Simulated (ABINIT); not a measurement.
# BP (F-43m): bands and cutoff in G0W0 with ABINIT, part 2 of 2

Wanted: a converged G0W0 gap of BP (F-43m), or an estimate of the limit.

ABINIT 10.8.3; PBE and many-body steps on it, plane waves. Known limits of the many-body steps: not at the basis limit.

So far. Step 3 (Screening, 6×6×6 mesh, 121 bands, screening to 203.5 eV): Local fields lower ε∞ by 9 %. Step 4 (121 bands, 203.5 eV): The gap on the mesh goes from 1.35 eV to 2.06 eV, a correction of +0.71 eV.

## 6. 183 bands, 269.4 eV

This step: G0W0 on PBE, plane waves, norm-conserving pseudopotentials.

Input file run.abi:

```
acell 3*1.0 Angstrom
rprim 
  0.000000000000 2.269000000000 2.269000000000
  2.269000000000 0.000000000000 2.269000000000
  2.269000000000 2.269000000000 0.000000000000
ntypat 2
znucl 5 15
natom 2
typat 1 2
xred 
  0.000000000000 0.000000000000 0.000000000000
  0.250000000000 0.250000000000 0.250000000000
pp_dirpath "pseudos"
pseudos "B.upf, P.upf"
ecut 34
ngkpt 6 6 6
nshiftk 1
shiftk 0 0 0
kptopt 1
chksymbreak 0
istwfk *1
occopt 1
irdwfk 1
optdriver 4
nband 183
gwcalctyp 0
ecutsigx 34
symsigma 1
nkptgw 3
kptgw 
  0.0000000000 0.0000000000 0.0000000000
  0.5000000000 0.5000000000 0.0000000000
  0.5000000000 0.0000000000 0.0000000000
bdgw 
  2 7
  3 6
  3 7
ecuteps 9.9
irdscr 1
ppmodel 1
indata_prefix "in"
outdata_prefix "out"
tmpdata_prefix "tmp"
```

Command:

```
$ OMP_NUM_THREADS=1 mpirun -n 4 abinit run.abi > log
```

What it wrote:

```text
.Version 10.8.3 of ABINIT. v10.8.2 released Aug 2026.

 Symmetries : space group F-4 3 m (#216); Bravais cF (face-center cubic)
[... echo of the input left out ...]
== DATASET  1 ==================================================================
-   mpi_nproc: 4, omp_nthreads: 1 (-1 if OMP is not activated)

--- !DatasetInfo
iteration_state: {dtset: 1, }
dimensions: {natom: 2, nkpt: 16, mband: 183, nsppol: 1, nspinor: 1, nspden: 1, mpw: 1524, }
cutoff_energies: {ecut:  34.0, pawecutdg:  -1.0, }
electrons: {nelect:   8.00000000E+00, charge:   0.00000000E+00, occopt:   1.00000000E+00, tsmear:   1.00000000E-02, }

 SIGMA: Calculation of the GW corrections

 Based on a program developped by R.W. Godby, V. Olevano, G. Onida, and L. Reining.
 Incorporated in ABINIT by V. Olevano, G.-M. Rignanese, and M. Torrent.
.Using double precision arithmetic ; gwpc =  8

[... cell and pseudopotentials left out ...]
--------------------------------------------------------------------------------

 ==== K-mesh for the wavefunctions ====
 Number of points in the irreducible wedge :    16
[... list of points left out ...]
 Together with 24 symmetry operations and time-reversal symmetry
 yields   216 points in the full Brillouin Zone.

 ==== Q-mesh for screening function ====
 Number of points in the irreducible wedge :    16
[... list of points left out ...]
 Together with 24 symmetry operations and time-reversal symmetry
 yields   216 points in the full Brillouin Zone.

 vcoul_init : cutoff-mode = AUXILIARY_FUNCTION
 q-points for optical limit:   1
     1)      0.000010    0.000020    0.000030
 setmesh: FFT mesh size selected  =    32x   32x   32
          total number of points  =        32768

 Number of electrons calculated from density =    8.0000; Expected =    8.0000
[...]
number of plane-waves for wavefunctions          1459
 number of bands                                   183
 number of q-points in IBZ                          16
 number of frequencies                               2
 number of real frequencies                          1
 number of imag frequencies                          1

 matrix elements of self-energy operator (all in [eV])

 Perturbative Calculation

--- !SelfEnergy_ee
iteration_state: {dtset: 1, }
kpoint     : [   0.000,    0.000,    0.000, ]
spin       : 1
KS_gap     :    3.407
QP_gap     :    4.287
Delta_QP_KS:    0.880
data: !SigmaeeData |
     Band     E0 <VxcDFT>   SigX SigC(E0)      Z dSigC/dE  Sig(E)    E-E0       E
        2   7.266 -13.300 -15.048   0.881   0.791  -0.264 -13.986  -0.686   6.579
        3   7.266 -13.300 -15.048   0.881   0.791  -0.264 -13.986  -0.686   6.579
        4   7.266 -13.300 -15.048   0.881   0.791  -0.264 -13.986  -0.686   6.579
[...]
--- !SelfEnergy_ee
iteration_state: {dtset: 1, }
kpoint     : [   0.500,    0.500,    0.000, ]
spin       : 1
KS_gap     :    5.461
QP_gap     :    6.360
Delta_QP_KS:    0.899
data: !SigmaeeData |
     Band     E0 <VxcDFT>   SigX SigC(E0)      Z dSigC/dE  Sig(E)    E-E0       E
[...]
--- !SelfEnergy_ee
iteration_state: {dtset: 1, }
kpoint     : [   0.500,    0.000,    0.000, ]
spin       : 1
KS_gap     :    5.535
QP_gap     :    6.420
Delta_QP_KS:    0.885
data: !SigmaeeData |
     Band     E0 <VxcDFT>   SigX SigC(E0)      Z dSigC/dE  Sig(E)    E-E0       E
[...]
6  11.983 -11.578  -6.251  -4.995   0.795  -0.258 -11.315   0.264  12.246
        7  11.983 -11.578  -6.251  -4.995   0.795  -0.258 -11.315   0.264  12.246

== END DATASET(S) ==============================================================
================================================================================

 -outvars: echo values of variables after computation  --------
           etotal      0.0000000000E+00
            nband         183
             nkpt          16
          spgroup         216
 [... the other variables as echoed above ...]

 Calculation completed.
```

Run time: 57 s. Hardware: 4 MPI ranks of Arm Neoverse V1, shared host; peak memory 1.3 GiB.

This step gave:

| Item | Value |
| --- | --- |
| G0W0 gap on the points computed | 2.078 eV |
| starting gap on the mesh | 1.347 eV |
| k of the valence top | 0, 0, 0 |
| k of the conduction bottom | 0.5, 0.5, 0 |
| Z at the valence top | 0.791 |
| Z at the conduction bottom | 0.804 |
| least direct G0W0 gap on the computed points | 4.287 eV |

Against G0W0 in ABINIT (6×6×6 mesh, 121 bands, screening to 203.5 eV, Godby-Needs plasmon pole), the gap moves by +0.019 eV.

## 7. Screening, 6×6×6 mesh, 279 bands, screening to 359.2 eV

This step: RPA screening on PBE, plane waves, norm-conserving pseudopotentials.

run.abi, as its differences from that of step 6:

```diff
@@ -23,19 +23,8 @@
 irdwfk 1
-optdriver 4
-nband 183
-gwcalctyp 0
-ecutsigx 34
-symsigma 1
-nkptgw 3
-kptgw 
-  0.0000000000 0.0000000000 0.0000000000
-  0.5000000000 0.5000000000 0.0000000000
-  0.5000000000 0.0000000000 0.0000000000
-bdgw 
-  2 7
-  3 6
-  3 7
-ecuteps 9.9
-irdscr 1
-ppmodel 1
+optdriver 3
+nband 279
+ecuteps 13.2
+inclvkb 2
+awtr 1
+symchi 1
 indata_prefix "in"
```

What it wrote:

```text
.Version 10.8.3 of ABINIT. v10.8.2 released Aug 2026.

 Symmetries : space group F-4 3 m (#216); Bravais cF (face-center cubic)
[... echo of the input left out ...]
== DATASET  1 ==================================================================
-   mpi_nproc: 4, omp_nthreads: 1 (-1 if OMP is not activated)

--- !DatasetInfo
iteration_state: {dtset: 1, }
dimensions: {natom: 2, nkpt: 16, mband: 279, nsppol: 1, nspinor: 1, nspden: 1, mpw: 1524, }
cutoff_energies: {ecut:  34.0, pawecutdg:  -1.0, }
[...]
--------------------------------------------------------------------------------
[... chi0 elements left out ...]
 For q-point:  0.000010 0.000020 0.000030
  dielectric constant =   9.7356
  dielectric constant without local fields =  10.6503

  Average fulfillment of the sum rule on Im[epsilon] for q-point    1 :     96.15  [%]
[... wings left out ...]
  q-point number  2        q = ( 0.166667, 0.000000, 0.000000) [r.l.u.]
--------------------------------------------------------------------------------
[... chi0 elements left out ...]
  Average fulfillment of the sum rule on Im[epsilon] for q-point    2 :     96.31  [%]

 [... 14 further q-points ...]
```

The job ended after 3.1 min (4 MPI ranks; peak memory 1.8 GiB).

This step gave:

```
ε∞ with local fields, on this mesh, along the program's q direction : 9.736
the same without local fields                                       : 10.65
plasma frequency                                                    : 21.73 eV
plane waves in the screening matrix                                 : 339
```

## 8. 279 bands, 359.2 eV

This step: G0W0 on PBE, plane waves, norm-conserving pseudopotentials.

run.abi, as its differences from that of step 7:

```diff
@@ -23,8 +23,19 @@
 irdwfk 1
-optdriver 3
+optdriver 4
 nband 279
+gwcalctyp 0
+ecutsigx 34
+symsigma 1
+nkptgw 3
+kptgw 
+  0.0000000000 0.0000000000 0.0000000000
+  0.5000000000 0.5000000000 0.0000000000
+  0.5000000000 0.0000000000 0.0000000000
+bdgw 
+  2 7
+  3 6
+  3 7
 ecuteps 13.2
-inclvkb 2
-awtr 1
-symchi 1
+irdscr 1
+ppmodel 1
 indata_prefix "in"
```

What it wrote:

```text
.Version 10.8.3 of ABINIT. v10.8.2 released Aug 2026.

 Symmetries : space group F-4 3 m (#216); Bravais cF (face-center cubic)
[... echo of the input left out ...]
== DATASET  1 ==================================================================
-   mpi_nproc: 4, omp_nthreads: 1 (-1 if OMP is not activated)

--- !DatasetInfo
iteration_state: {dtset: 1, }
dimensions: {natom: 2, nkpt: 16, mband: 279, nsppol: 1, nspinor: 1, nspden: 1, mpw: 1524, }
cutoff_energies: {ecut:  34.0, pawecutdg:  -1.0, }
[...]
Band     E0 <VxcDFT>   SigX SigC(E0)      Z dSigC/dE  Sig(E)    E-E0       E
[...]
6  11.983 -11.578  -6.251  -5.026   0.795  -0.258 -11.339   0.239  12.222
        7  11.983 -11.578  -6.251  -5.026   0.795  -0.258 -11.339   0.239  12.222

== END DATASET(S) ==============================================================
================================================================================

 -outvars: echo values of variables after computation  --------
           etotal      0.0000000000E+00
            nband         279
             nkpt          16
          spgroup         216
 [... the other variables as echoed above ...]

 Calculation completed.
```

The job ended after 2.4 min (4 MPI ranks; peak memory 1.9 GiB; 9.5 min of CPU time).

This step gave:

```yaml
g0w0_gap_on_the_points_computed: 2.088 eV
starting_gap_on_the_mesh: 1.347 eV
k_of_the_valence_top: 0, 0, 0
k_of_the_conduction_bottom: 0.5, 0.5, 0
least_direct_g0w0_gap_on_the_computed_points: 4.292 eV
```

Against G0W0 in ABINIT (6×6×6 mesh, 183 bands, screening to 269.4 eV, Godby-Needs plasmon pole), the gap moves by +0.010 eV.

## 9. Screening, 6×6×6 mesh, 412 bands, screening to 466.9 eV

This step: RPA screening on PBE, plane waves, norm-conserving pseudopotentials.

run.abi, as its differences from that of step 8:

```diff
@@ -23,19 +23,8 @@
 irdwfk 1
-optdriver 4
-nband 279
-gwcalctyp 0
-ecutsigx 34
-symsigma 1
-nkptgw 3
-kptgw 
-  0.0000000000 0.0000000000 0.0000000000
-  0.5000000000 0.5000000000 0.0000000000
-  0.5000000000 0.0000000000 0.0000000000
-bdgw 
-  2 7
-  3 6
-  3 7
-ecuteps 13.2
-irdscr 1
-ppmodel 1
+optdriver 3
+nband 412
+ecuteps 17.16
+inclvkb 2
+awtr 1
+symchi 1
 indata_prefix "in"
```

What it wrote:

```text
.Version 10.8.3 of ABINIT. v10.8.2 released Aug 2026.

 Symmetries : space group F-4 3 m (#216); Bravais cF (face-center cubic)
[... echo of the input left out ...]
== DATASET  1 ==================================================================
-   mpi_nproc: 4, omp_nthreads: 1 (-1 if OMP is not activated)

--- !DatasetInfo
iteration_state: {dtset: 1, }
dimensions: {natom: 2, nkpt: 16, mband: 412, nsppol: 1, nspinor: 1, nspden: 1, mpw: 1524, }
cutoff_energies: {ecut:  34.0, pawecutdg:  -1.0, }
[...]
--------------------------------------------------------------------------------
[... chi0 elements left out ...]
 For q-point:  0.000010 0.000020 0.000030
  dielectric constant =   9.7351
  dielectric constant without local fields =  10.6503

  Average fulfillment of the sum rule on Im[epsilon] for q-point    1 :     96.64  [%]
[... wings left out ...]
  q-point number  2        q = ( 0.166667, 0.000000, 0.000000) [r.l.u.]
--------------------------------------------------------------------------------
[... chi0 elements left out ...]
  Average fulfillment of the sum rule on Im[epsilon] for q-point    2 :     96.44  [%]

 [... 14 further q-points ...]
```

Run time: 11 min. Hardware: 4 MPI ranks; peak memory 3.1 GiB.

This step gave:

```yaml
eps_infinity_with_local_fields_on_this_mesh_along_the_program_s_q_direction: 9.735
the_same_without_local_fields: 10.65
plasma_frequency: 21.73 eV
plane_waves_in_the_screening_matrix: 531
```

## 10. 412 bands, 466.9 eV

This step: G0W0 on PBE, plane waves, norm-conserving pseudopotentials.

run.abi, as its differences from that of step 9:

```diff
@@ -23,8 +23,19 @@
 irdwfk 1
-optdriver 3
+optdriver 4
 nband 412
+gwcalctyp 0
+ecutsigx 34
+symsigma 1
+nkptgw 3
+kptgw 
+  0.0000000000 0.0000000000 0.0000000000
+  0.5000000000 0.5000000000 0.0000000000
+  0.5000000000 0.0000000000 0.0000000000
+bdgw 
+  2 7
+  3 6
+  3 7
 ecuteps 17.16
-inclvkb 2
-awtr 1
-symchi 1
+irdscr 1
+ppmodel 1
 indata_prefix "in"
```

What it wrote:

```text
.Version 10.8.3 of ABINIT. v10.8.2 released Aug 2026.

 Symmetries : space group F-4 3 m (#216); Bravais cF (face-center cubic)
[... echo of the input left out ...]
== DATASET  1 ==================================================================
-   mpi_nproc: 4, omp_nthreads: 1 (-1 if OMP is not activated)

--- !DatasetInfo
iteration_state: {dtset: 1, }
dimensions: {natom: 2, nkpt: 16, mband: 412, nsppol: 1, nspinor: 1, nspden: 1, mpw: 1524, }
cutoff_energies: {ecut:  34.0, pawecutdg:  -1.0, }
[...]
Band     E0 <VxcDFT>   SigX SigC(E0)      Z dSigC/dE  Sig(E)    E-E0       E
[...]
6  11.983 -11.578  -6.251  -5.044   0.795  -0.258 -11.353   0.225  12.208
        7  11.983 -11.578  -6.251  -5.044   0.795  -0.258 -11.353   0.225  12.208

== END DATASET(S) ==============================================================
================================================================================

 -outvars: echo values of variables after computation  --------
           etotal      0.0000000000E+00
            nband         412
             nkpt          16
          spgroup         216
 [... the other variables as echoed above ...]

 Calculation completed.
```

The job ended after 9.3 min (4 MPI ranks; peak memory 3.5 GiB).

Numbers from this step:

```yaml
g0w0_gap_on_the_points_computed: 2.095 eV
starting_gap_on_the_mesh: 1.347 eV
k_of_the_valence_top: 0, 0, 0
k_of_the_conduction_bottom: 0.5, 0.5, 0
least_direct_g0w0_gap_on_the_computed_points: 4.296 eV
```

Against G0W0 in ABINIT (6×6×6 mesh, 279 bands, screening to 359.2 eV, Godby-Needs plasmon pole), the gap moves by +0.007 eV.

## 11. Screening, 6×6×6 mesh, 597 bands, screening to 598.7 eV

This step: RPA screening on PBE, plane waves, norm-conserving pseudopotentials.

run.abi, as its differences from that of step 10:

```diff
@@ -23,19 +23,8 @@
 irdwfk 1
-optdriver 4
-nband 412
-gwcalctyp 0
-ecutsigx 34
-symsigma 1
-nkptgw 3
-kptgw 
-  0.0000000000 0.0000000000 0.0000000000
-  0.5000000000 0.5000000000 0.0000000000
-  0.5000000000 0.0000000000 0.0000000000
-bdgw 
-  2 7
-  3 6
-  3 7
-ecuteps 17.16
-irdscr 1
-ppmodel 1
+optdriver 3
+nband 597
+ecuteps 22
+inclvkb 2
+awtr 1
+symchi 1
 indata_prefix "in"
```

What it wrote:

```text
.Version 10.8.3 of ABINIT. v10.8.2 released Aug 2026.

 Symmetries : space group F-4 3 m (#216); Bravais cF (face-center cubic)
[... echo of the input left out ...]
== DATASET  1 ==================================================================
-   mpi_nproc: 4, omp_nthreads: 1 (-1 if OMP is not activated)

--- !DatasetInfo
iteration_state: {dtset: 1, }
dimensions: {natom: 2, nkpt: 16, mband: 597, nsppol: 1, nspinor: 1, nspden: 1, mpw: 1524, }
cutoff_energies: {ecut:  34.0, pawecutdg:  -1.0, }
[...]
--------------------------------------------------------------------------------
[... chi0 elements left out ...]
 For q-point:  0.000010 0.000020 0.000030
  dielectric constant =   9.7349
  dielectric constant without local fields =  10.6503

  Average fulfillment of the sum rule on Im[epsilon] for q-point    1 :     96.91  [%]
[... wings left out ...]
  q-point number  2        q = ( 0.166667, 0.000000, 0.000000) [r.l.u.]
--------------------------------------------------------------------------------
[... chi0 elements left out ...]
  Average fulfillment of the sum rule on Im[epsilon] for q-point    2 :     96.54  [%]

 [... 14 further q-points ...]
```

The job ended after 27 min (4 MPI ranks; peak memory 5.7 GiB).

Numbers from this step:

| Property | Result |
| --- | --- |
| ε∞ with local fields, on this mesh, along the program's q direction | 9.735 |
| the same without local fields | 10.65 |
| plasma frequency | 21.73 eV |
| plane waves in the screening matrix | 749 |

## 12. 597 bands, 598.7 eV

This step: G0W0 on PBE, plane waves, norm-conserving pseudopotentials.

run.abi, as its differences from that of step 11:

```diff
@@ -23,8 +23,19 @@
 irdwfk 1
-optdriver 3
+optdriver 4
 nband 597
+gwcalctyp 0
+ecutsigx 34
+symsigma 1
+nkptgw 3
+kptgw 
+  0.0000000000 0.0000000000 0.0000000000
+  0.5000000000 0.5000000000 0.0000000000
+  0.5000000000 0.0000000000 0.0000000000
+bdgw 
+  2 7
+  3 6
+  3 7
 ecuteps 22
-inclvkb 2
-awtr 1
-symchi 1
+irdscr 1
+ppmodel 1
 indata_prefix "in"
```

What it wrote:

```text
.Version 10.8.3 of ABINIT. v10.8.2 released Aug 2026.

 Symmetries : space group F-4 3 m (#216); Bravais cF (face-center cubic)
[... echo of the input left out ...]
== DATASET  1 ==================================================================
-   mpi_nproc: 4, omp_nthreads: 1 (-1 if OMP is not activated)

--- !DatasetInfo
iteration_state: {dtset: 1, }
dimensions: {natom: 2, nkpt: 16, mband: 597, nsppol: 1, nspinor: 1, nspden: 1, mpw: 1524, }
cutoff_energies: {ecut:  34.0, pawecutdg:  -1.0, }
[...]
Band     E0 <VxcDFT>   SigX SigC(E0)      Z dSigC/dE  Sig(E)    E-E0       E
[...]
6  11.983 -11.578  -6.251  -5.054   0.795  -0.258 -11.362   0.217  12.199
        7  11.983 -11.578  -6.251  -5.054   0.795  -0.258 -11.362   0.217  12.199

== END DATASET(S) ==============================================================
================================================================================

 -outvars: echo values of variables after computation  --------
           etotal      0.0000000000E+00
            nband         597
             nkpt          16
          spgroup         216
 [... the other variables as echoed above ...]

 Calculation completed.
```

It took 24 min on 4 MPI ranks; peak memory 6.7 GiB.

Numbers from this step:

```yaml
g0w0_gap_on_the_points_computed: 2.099 eV
starting_gap_on_the_mesh: 1.347 eV
k_of_the_valence_top: 0, 0, 0
k_of_the_conduction_bottom: 0.5, 0.5, 0
least_direct_g0w0_gap_on_the_computed_points: 4.299 eV
```

Against G0W0 in ABINIT (6×6×6 mesh, 412 bands, screening to 466.9 eV, Godby-Needs plasmon pole), the gap moves by +0.004 eV.

## 13. The runs together

Times are wall times on 4 MPI ranks of Arm Neoverse V1, shared host, good to a factor of about two. A run's time includes the screening step that it read.

| run | mesh | bands | screening cutoff (eV) | DFT gap (eV) | gap on the mesh (eV) | direct (eV) | ε∞ used | time |
| --- | --- | --- | --- | --- | --- | --- | --- | --- |
| 121 bands, 203.5 eV | 6×6×6 | 121 | 203.5 | 1.347 | 2.059 | 4.277 | 9.74 | 74 s |
| 183 bands, 269.4 eV | 6×6×6 | 183 | 269.4 | 1.347 | 2.078 | 4.287 | 9.74 | 2.5 min |
| 279 bands, 359.2 eV | 6×6×6 | 279 | 359.2 | 1.347 | 2.088 | 4.292 | 9.74 | 5.4 min |
| 412 bands, 466.9 eV | 6×6×6 | 412 | 466.9 | 1.347 | 2.095 | 4.296 | 9.74 | 20 min |
| 597 bands, 598.7 eV | 6×6×6 | 597 | 598.7 | 1.347 | 2.099 | 4.299 | 9.73 | 51 min |

## 14. What came out

* 121 bands, 203.5 eV: 2.059 eV
* 183 bands, 269.4 eV: 2.078 eV
* 279 bands, 359.2 eV: 2.088 eV
* 412 bands, 466.9 eV: 2.095 eV
* 597 bands, 598.7 eV: 2.099 eV
* known limits: not at the basis limit

From the first rung to the last the gap moves by +0.04 eV for 42 times the time. In the G0W0 runs levels were corrected at 3 k points alone, so a gap called «on the mesh» is the least over those, and an edge elsewhere would be missed. A denser mesh or path gives a starting gap of 1.26 eV: the GW mesh misses a band edge, so its gaps are not the fundamental one.

[Paths, hosts, dates, memory and timing lines, banners, echoed tables and standing remarks are left out of the program output.]

[Logs are printed without paths, hosts, clocks, repeated set-up lines and the standing remarks that a program may print on its own settings, such as how far it seeks lower states.]

[Runs of the session that timed out or met a known fault of the program may be left out.]

[Hosts, paths, dates, database ids (printed as entryN), source tags and the programs' standing remarks are cut or masked in the printed files.]

[G0W0 gaps are taken among the corrected bands and points alone; a level outside them can change the order at an edge.]

[Where Ansatz stands beside ABINIT at settings called matched, ABINIT's density can come from a denser mesh and the files from another edition; pairs whose starting gaps differed by over 0.03 eV were left out, so agreement reads better than it is.]
